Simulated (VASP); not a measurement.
Input of a VASP 6.6.1 run:

The input INCAR:

```
ALGO = Normal
EDIFF = 1E-6
ENCUT = 520
GGA = PS
ISIF = 2
ISMEAR = 0
LASPH = T
LCHARG = F
LREAL = F
LWAVE = F
NBANDS = 17
NELM = 60
PREC = Accurate
SIGMA = 0.02
```

KPOINTS

```
k-points
0
Gamma
  8 8 8
```

Contents of POSCAR:

```
SnTe
1.0
    0.0000000000      3.1508500000      3.1508500000
    3.1508500000      0.0000000000      3.1508500000
    3.1508500000      3.1508500000      0.0000000000
Sn Te
1 1
Direct
    0.0000000000      0.0000000000      0.0000000000
    0.5000000000      0.5000000000      0.5000000000
```

Potentials or basis: VASP PAW PBE potentials, release 64 (Sn_d, Te).

Run with:

```bash
$ cat potpaw_PBE.64/Sn_d/POTCAR potpaw_PBE.64/Te/POTCAR > POTCAR
$ mpirun -np 1 vasp_std > vasp.out
```

(1) What does it give for the band gap on the k mesh?

(2) Predict the pressure.

Results:

(1) 0.14 eV, direct.

(2) -0.3 GPa.

Caveat: the PAW data sets were made with another functional, which shifts forces and pressure a little; spin-orbit coupling is left out, which moves the levels of the heavy elements.

**What was measured.**

From a printed reference work, textbook, for a bulk crystal of SnTe at 300 K: band gap 0.18 eV (direct).

A measured gap of SnTe is 0.18 eV (direct; 300 K; a printed reference work, textbook); the calculated 0.14 eV misses it by -0.04 eV. Spin-orbit coupling on Sn, Te is left out. The value is that of PBEsol on a finite k mesh, which can miss the band edges, without temperature or zero-point motion. Semilocal functionals fall short of measured gaps as a rule.
